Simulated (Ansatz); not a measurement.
Runs of Ansatz 0.2.0 on MnS. The structure is cubic, space group Fm-3m (No. 225). Conventional cell: a = 5.209 Å, b = 5.209 Å, c = 5.209 Å, α = 90.00°, β = 90.00°, γ = 90.00°. Mn (site symmetry m-3m) is surrounded by 6 S at 2.60 Å. Around S (site symmetry m-3m) lie 6 Mn at 2.60 Å. 

```tsv
task	level	potentials or basis	spin	cell	k mesh	cutoff (eV)	smearing	basis error allowed	gap on the mesh (eV)	pressure (GPa)	moment (μB)	relaxed volume (Å³/atom)
relaxation of cell and atoms	LDA	all-electron LAPW, scalar-relativistic	collinear, ferromagnetic start	relaxed	9 × 9 × 9	-	fermi-dirac 0.05 eV	0.001 eV/atom	-	0.0	3.63	13.87
relaxation of cell and atoms	revPBE+D4	all-electron LAPW, scalar-relativistic	collinear, ferromagnetic start	relaxed	7 × 7 × 7	-	fermi-dirac 0.05 eV	0.001 eV/atom	-	0.0	4.37	(b)
single point	PBEsol	all-electron LAPW, scalar-relativistic	off	as given	9 × 9 × 9	217	fermi-dirac 0.05 eV	0.001 eV/atom	none	(c)	-	-
band structure	PBEsol	all-electron PAW datasets made for the crystal	collinear, ferromagnetic start	as given	9 × 9 × 9	240	fermi-dirac 0.05 eV	-	-	-7.3	(a)	-
single point	PBE	all-electron LAPW, scalar-relativistic	collinear, ferromagnetic start	as given	9 × 9 × 9	217	gaussian 0.024 eV	0.001 eV/atom	none	-2.8	4.72	-
```

Q: Estimate the missing entries.

A: (a) 4.69; (b) 15.44; (c) -27.8.

Caveats: a cell with one magnetic atom can't hold antiferromagnetic order, which such compounds often take (some runs); semilocal functionals often make such compounds metallic where correlation or magnetic order opens a gap, which also shifts bond lengths (some runs); the volume moved by over 15 % at a fixed basis, so the end points are rough (some runs); the volume moved by -22 % from the deposited cell, more than functionals usually miss (some runs); the k mesh is thin for a metal, which can move the energy by tens of meV per atom (some runs).

A k mesh can miss the band edges.

A gap of «none» marks a metal or a gap under the smearing width.

Not every run made on this cell is shown here.
